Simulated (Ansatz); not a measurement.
# AlCo: the cost of one run

Method: DFT PBEsol, scalar-relativistic, plane waves, PAW, in Ansatz 0.2.0.

1 further run of the same task is left out (it didn't finish).

## Step 1: Starting point

Symmetry: Pm-3m, No. 221, cubic system. The conventional cell has a = 2.823 Å, b = 2.823 Å, c = 2.823 Å, α = 90.00°, β = 90.00°, γ = 90.00°. Al (site symmetry m-3m) is surrounded by 8 Co at 2.44 Å. Around Co (site symmetry m-3m) lie 8 Al at 2.44 Å.

Structure file:

```xyz
2
Lattice="2.8226 0.0000 0.0000 0.0000 2.8226 0.0000 0.0000 0.0000 2.8226" Properties=species:S:1:pos:R:3 pbc="T T T"
Al    0.0000    0.0000    0.0000
Co    1.4113    1.4113    1.4113
```

It goes back to an entry of the Materials Project.

This cell was relaxed beforehand with the same method: volume 11.24 Å³/atom, gap on the mesh none (metal).

## Step 2: The [111] wire, 16 host atoms a period

The wire is cut from the relaxed crystal, periodic along c with vacuum across. Atoms and period relax; energies count from the bulk, -2809.3872 eV an atom.

The cell holds 8 Al, 8 Co: a = 13.600 Å, b = 13.300 Å, c = 4.889 Å, α = 90.00°, β = 90.00°, γ = 90.00°.

## Step 3: The relaxation run

Pressure and volume refer to the whole cell with its vacuum; only the period along c may change.

Contents of input.yaml:

```yaml
crystal:
  lattice:
    - [13.6, 0.0, 0.0]
    - [0.0, 13.3, 0.0]
    - [0.0, 0.0, 4.8888615574]
  atoms:
    - { symbol: Al, position: [0.3305418059, 0.3499346336, 0.0] }
    - { symbol: Al, position: [0.3305418059, 0.6500653664, 0.0] }
    - { symbol: Al, position: [0.584729097, 0.5, 0.0] }
    - { symbol: Al, position: [0.5, 0.3499346336, 0.3333333333] }
    - { symbol: Al, position: [0.5, 0.6500653664, 0.3333333333] }
    - { symbol: Al, position: [0.415270903, 0.5, 0.6666666667] }
    - { symbol: Al, position: [0.6694581941, 0.3499346336, 0.6666666667] }
    - { symbol: Al, position: [0.6694581941, 0.6500653664, 0.6666666667] }
    - { symbol: Co, position: [0.415270903, 0.5, 0.1666666667] }
    - { symbol: Co, position: [0.3305418059, 0.3499346336, 0.5] }
    - { symbol: Co, position: [0.3305418059, 0.6500653664, 0.5] }
    - { symbol: Co, position: [0.6694581941, 0.3499346336, 0.1666666667] }
    - { symbol: Co, position: [0.6694581941, 0.6500653664, 0.1666666667] }
    - { symbol: Co, position: [0.584729097, 0.5, 0.5] }
    - { symbol: Co, position: [0.5, 0.3499346336, 0.8333333333] }
    - { symbol: Co, position: [0.5, 0.6500653664, 0.8333333333] }
basis:
  ecutwfc: 420
kpoints:
  mp_grid: { grid: [1, 1, 11] }
hamiltonian:
  xc: pbesol
scf:
  occupations: { method: gaussian, width: 0.05 }
output:
  forces: true
  stress: true
  eigenvalues: true
  populations: true
  write_density: true
  write_potential: true
  elf: true
  volumetric_format: npy
relax:
  adjacent_minimum: "off"
  f_tol: 0.02
  max_steps: 45
  cell: { fix: [a, b, alpha, beta, gamma], stress_tol: 0.03 }
```

Launch:

```bash
$ ansatz run input.yaml --threads 4 --pin off --max-ram 11264MiB --backend cpu --events-out ev --progress --plain --runs-dir out
```

Q: Estimate wall time and peak memory on 4 threads of Intel Xeon at 2.50GHz (Skylake/Cascade Lake), shared host.

About 3.9 min, with a peak of 2.3 GiB.
